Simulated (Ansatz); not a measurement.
**Fe: which structure is lowest?**

The calculation used DFT, revPBE, plane waves (420 eV) with PAW, scalar-relativistic in Ansatz. (PAW data from PBE, frozen cores regenerated.)

Each structure is relaxed within its own symmetry, so a high-lying one may be dynamically unstable.

```
        structure  ΔE (meV/atom)  V (Å³/atom)                                    cell                       magnetic state
              bcc              0        11.61                             a = 2.853 Å  ferromagnetic, net 2.22 μB per atom
              A15             88        12.05                             a = 4.586 Å  ferromagnetic, net 2.40 μB per atom
              hcp            137        10.37  a = 2.474 Å, c = 3.913 Å (c/a = 1.581)                    spin not included
             dhcp            158        12.28  a = 2.547 Å, c = 8.744 Å (c/a = 3.433)  ferromagnetic, net 2.59 μB per atom
omega (AlB2-type)            187        12.40  a = 4.222 Å, c = 2.410 Å (c/a = 0.571)  ferromagnetic, net 2.58 μB per atom
     simple cubic            748        13.68                             a = 2.391 Å  ferromagnetic, net 2.49 μB per atom
          diamond           1302        14.75                             a = 4.905 Å                    spin not included
```

ΔE counts from bcc.

Differences under about 8 meV lie within the error of the k-point mesh.
